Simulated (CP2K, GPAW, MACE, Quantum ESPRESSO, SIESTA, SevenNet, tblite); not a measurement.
**A faulty Quantum ESPRESSO run on hcp Mg, size series (64 atoms)**

Program: Quantum ESPRESSO 7.5, a calculation on a cell of 64 Mg, 23.2 Å³ an atom.

The input, pw.in:

```
&control
  calculation = 'scf'
  pseudo_dir = './pseudo'
  outdir = './tmp'
  disk_io = 'none'
  tprnfor = .true.
  tstress = .true.
/
&system
  ibrav = 0
  nat = 64
  ntyp = 1
  ecutwfc = 45
  ecutrho = 360
  nosym = .true.
  occupations = 'smearing'
  smearing = 'fd'
  degauss = 0.003675
/
&electrons
  conv_thr = 3.2e-07
  electron_maxstep = 2
  mixing_beta = 0.2
  mixing_mode = 'local-TF'
  diagonalization = 'david'
/
ATOMIC_SPECIES
Mg 24.305 Mg.upf
CELL_PARAMETERS angstrom
12.83600 0.00000 0.00000
-6.41800 11.11630 0.00000
0.00000 0.00000 10.42200
ATOMIC_POSITIONS crystal
Mg 0.99358 0.99469 0.00744
Mg 0.07676 0.16214 0.24844
Mg 0.99879 0.99553 0.50321
Mg 0.08460 0.15770 0.75997
Mg 0.99644 0.25298 0.00524
Mg 0.08289 0.41733 0.24353
Mg 0.00141 0.24869 0.48777
Mg 0.08352 0.40908 0.73515
Mg 0.99842 0.49420 0.99023
Mg 0.07127 0.65780 0.24912
[... 50 atom lines left out ...]
Mg 0.74524 0.74834 0.01365
Mg 0.83735 0.91411 0.24206
Mg 0.75148 0.75449 0.50507
Mg 0.83036 0.91672 0.74691
K_POINTS gamma
```

Launch:

```console
$ OMP_NUM_THREADS=1 mpirun -np 4 pw.x -in pw.in > output.txt
```

The log of the run:

```text
Program PWSCF
     gamma-point specific algorithms are used
     Parallelization info
     sticks:   dense  smooth     PW     G-vecs:    dense   smooth      PW
     Min        3649    1820    452               289370   102295   12804
     Max        3650    1824    454               289374   102296   12807
     Sum       14599    7291   1813              1157489   409183   51223
     bravais-lattice index     =            0
     lattice parameter (alat)  =      24.2565  a.u.
     unit-cell volume          =   10035.4682 (a.u.)^3
     number of atoms/cell      =           64
     number of atomic types    =            1
     number of electrons       =       128.00
     number of Kohn-Sham states=           77
     kinetic-energy cutoff     =      45.0000  Ry
     charge density cutoff     =     360.0000  Ry
     scf convergence threshold =      3.2E-07
     mixing beta               =       0.2000
     number of iterations used =            8  local-TF  mixing
     Exchange-correlation= SLA  PW   PBX  PBC
                           (   1   4   3   4   0   0   0)
     crystal axes: (cart. coord. in units of alat)
               a(1) = (   1.000000   0.000000   0.000000 )
               a(2) = (  -0.500000   0.866025   0.000000 )
               a(3) = (   0.000000   0.000000   0.811935 )
     reciprocal axes: (cart. coord. in units 2 pi/alat)
               b(1) = (  1.000000  0.577350 -0.000000 )
               b(2) = (  0.000000  1.154701  0.000000 )
               b(3) = (  0.000000 -0.000000  1.231625 )
     PseudoPot. # 1 for Mg:
     Pseudo is Projector augmented-wave + core cor, Zval =  2.0
     atomic species   valence    mass     pseudopotential
     Mg                2.00    24.30500     Mg( 1.00)
     No symmetry found
   Cartesian axes
     number of k points=     1  Fermi-Dirac smearing, width (Ry)=  0.0037
                       cart. coord. in units 2pi/alat
        k(    1) = (   0.0000000   0.0000000   0.0000000), wk =   2.0000000
     Dense  grid:   578745 G-vectors     FFT dimensions: ( 150, 150, 120)
     Smooth grid:   204592 G-vectors     FFT dimensions: ( 108, 108,  90)
     Initial potential from superposition of free atoms
     starting charge     127.9409, renormalised to     128.0000
     Starting wfcs are  256 randomized atomic wfcs
     Self-consistent Calculation
     iteration #  1     ecut=    45.00 Ry     beta= 0.20
     Threshold (ethr) on eigenvalues was too large:
     Diagonalizing with lowered threshold
     total energy              =   -2151.48729275 Ry
     estimated scf accuracy    <       0.28683891 Ry
     iteration #  2     ecut=    45.00 Ry     beta= 0.20
     total energy              =   -2151.47028454 Ry
     estimated scf accuracy    <       0.21814267 Ry
     End of self-consistent calculation
     convergence NOT achieved after   2 iterations: stopping
     Message from routine punch:
     Nothing written, as per user request (disk_io='none')
```

The job ended after 11 s (4 MPI ranks of Arm Neoverse V2, shared host; peak memory 1.5 GiB).

Banners, paths, timers and routine set-up lines are dropped from the logs unmarked, and long logs keep their key lines alone; longer cuts are marked.

Why should this run not be trusted?

Too few SCF iterations: iteration limit 2.

The run ended unconverged.

[Also dropped from logs without a mark: logging warnings of Python, and SIESTA's first energy breakdown and zero terms.]

[Logs are printed without paths, hosts, clocks, repeated set-up lines and the standing remarks that a program may print on its own settings, such as how far it seeks lower states.]

[Hosts, paths, dates, database ids (printed as entryN), source tags and the programs' standing remarks are cut or masked in the printed files.]
